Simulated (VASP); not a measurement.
Write the native input for VASP 6.6.1 that does the following.

```
Task                               : band structure
Functional                         : HSE06
Potentials or basis                : VASP PAW PBE potentials, release 64 (C)
Cutoff                             : 520 eV
k mesh                             : 8 × 8 × 6
Occupations                        : gaussian, width 0.02 eV
Spin                               : no spin polarisation
Grid for exact exchange (PRECFOCK) : Fast
Screening parameter                : 0.2 1/A
Further INCAR settings             : ALGO = Normal; EDIFF = 1e-07
```

C:

```
CELL_PARAMETERS angstrom
2.13038 -1.22995 -0.00564
2.13038 1.22995 -0.00564
-1.39033 0.00000 3.57066
ATOMIC_POSITIONS crystal
C 0.83335 0.83335 0.00005
C 0.16665 0.16665 0.99995
```

This is a stacking variant of graphite.

One way to write it, as run:

POSCAR

```
C
1.0
    2.1303800000     -1.2299500000     -0.0056400000
    2.1303800000      1.2299500000     -0.0056400000
   -1.3903300000      0.0000000000      3.5706600000
C
2
Direct
    0.8333500000      0.8333500000      0.0000500000
    0.1666500000      0.1666500000      0.9999500000
```

INCAR.step1

```
  PREC = Accurate
  ENCUT = 520
  EDIFF = 1E-5
  ISMEAR = 0
  SIGMA = 0.02
  LREAL = F
  LASPH = T
  NELM = 60
  ALGO = Normal
  ISIF = 2
  LWAVE = T
  LCHARG = F
  GGA = PE
```

INCAR.step2

```
  PREC = Accurate
  ENCUT = 520
  EDIFF = 1E-7
  ISMEAR = 0
  SIGMA = 0.02
  LREAL = F
  LASPH = T
  NELM = 60
  ALGO = Normal
  ISIF = 2
  LWAVE = F
  LCHARG = F
  GGA = PE
  LHFCALC = T
  HFSCREEN = 0.2
  PRECFOCK = Fast
  ISTART = 1
```

KPOINTS

```
Automatic mesh
0
Gamma
  8 8 6
```

KPOINTS_OPT

```
path GYFLI,I1ZF1,YX1,XGN,MG
10
line-mode
reciprocal
 0.0000000000  0.0000000000  0.0000000000  G
 0.5000000000  0.5000000000 -1.0000000000  Y

 0.5000000000  0.5000000000 -1.0000000000  Y
 0.4178562564  0.4178562564 -1.1175005325  F

 0.4178562564  0.4178562564 -1.1175005325  F
 0.5000000000  0.5000000000 -0.5000000000  L

 0.5000000000  0.5000000000 -0.5000000000  L
 0.6928993664  0.3071006336 -0.5000000000  I

 0.3071006336 -0.3071006336  0.5000000000  I1
 0.0000000000  0.0000000000  0.5000000000  Z

 0.0000000000  0.0000000000  0.5000000000  Z
 0.5821437436  0.5821437436  0.1175005325  F1

 0.5000000000  0.5000000000 -1.0000000000  Y
 0.6130621144  0.3869378856 -1.0000000000  X1

 0.3869378856 -0.3869378856  0.0000000000  X
 0.0000000000  0.0000000000  0.0000000000  G

 0.0000000000  0.0000000000  0.0000000000  G
 0.5000000000  0.0000000000 -0.5000000000  N

 0.5000000000  0.0000000000  0.0000000000  M
 0.0000000000  0.0000000000  0.0000000000  G
```

Potentials or basis: VASP PAW PBE potentials, release 64 (C).

Launch:

```console
$ cat potpaw_PBE.64/C/POTCAR > POTCAR
$ cp INCAR.step1 INCAR
$ mpirun -np 1 vasp_std > vasp.out
$ cp INCAR.step2 INCAR
$ mpirun -np 1 vasp_std > vasp.out
```

It gave:

```yaml
Pressure: -2.5 GPa
Band_gap_along_the_path: 0.62 eV, direct
```

Caveat: the PAW data sets were made with another functional, which shifts forces and pressure a little; this functional lacks dispersion, which binds the layers, so the pressure and a relaxed spacing across them are unreliable.

Wall time 20 min on 1 thread of Intel(R) Xeon(R) 6975P-C (Granite Rapids), with other jobs on the host, peak memory 0.28 GiB.
